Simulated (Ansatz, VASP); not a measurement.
## Ta2N in VASP and in Ansatz

File INCAR:

```
PREC = Accurate
ENCUT = 520
EDIFF = 1E-7
ISMEAR = -1
SIGMA = 0.05
LREAL = False
LASPH = True
NELM = 100
ALGO = Normal
ISIF = 2
LWAVE = False
LCHARG = False
GGA = PE
NBANDS = 20
```

The input KPOINTS:

```
regular mesh
0
Gamma
  10 10 6
```

The input POSCAR:

```
Ta2N
1.0
    3.1739135059      0.0000000000      0.0000000000
   -1.5869567530      2.7486897255      0.0000000000
    0.0000000000      0.0000000000      4.9653523268
Ta N
2 1
Direct
    0.3333333333      0.6666666667      0.2547110000
    0.6666666667      0.3333333333      0.7452890000
    0.0000000000      0.0000000000      0.0000000000
```

input.yaml

```yaml
crystal:
  lattice:
    - [3.1739135059, 0.0, 0.0]
    - [-1.586956753, 2.7486897255, 0.0]
    - [0.0, 0.0, 4.9653523268]
  atoms:
    - { symbol: Ta, position: [0.3333333333, 0.6666666667, 0.254711] }
    - { symbol: Ta, position: [0.6666666667, 0.3333333333, 0.745289] }
    - { symbol: "N", position: [0.0, 0.0, 0.0] }
hamiltonian:
  xc: pbe
  pseudopotentials: { kind: paw }
kpoints:
  mp_grid: { grid: [10, 10, 6] }
scf:
  occupations: { method: fermi_dirac, width: 0.05 }
output:
  forces: true
  stress: true
  eigenvalues: true
```

Change from the starting cell: volume scaled by 1.06.

Alike in both runs: task single point; functional PBE; k mesh 10 × 10 × 6; occupations fermi-dirac, width 0.05 eV; no spin polarisation.

|  | VASP | Ansatz |
| --- | --- | --- |
| version | VASP 6.6.1 | Ansatz 0.2.0 |
| potentials or method | VASP PAW PBE potentials, release 64 (Ta_pv, N) | Ansatz PAW |
| plane-wave cutoff (eV) | 520 | 420 |
| valence electrons in the cell | 27 | 31 |

Ansatz gave:

```
gap on the k mesh at the Fermi level (eV)       : none
pressure (GPa)                                  : -15.4
largest component of the traceless stress (GPa) : 0.55
rms of the force components (eV/Å)              : 0.145
```

Question: What did VASP give for the same quantities?

Answer: gap on the k mesh at the Fermi level (eV): none; pressure (GPa): -15.1; largest component of the traceless stress (GPa): 0.50; rms of the force components (eV/Å): 0.127.

Atom by atom the forces differ by 0.017 eV/Å (rms over components). A gap of «none» marks a metal or a gap that the smearing closes. The functional is the same, so the differences come from potentials, cutoffs and numerics. The two sets of potentials don't hold the same shells in valence.

The runs have no spin-orbit coupling, so splittings on Ta are missing.
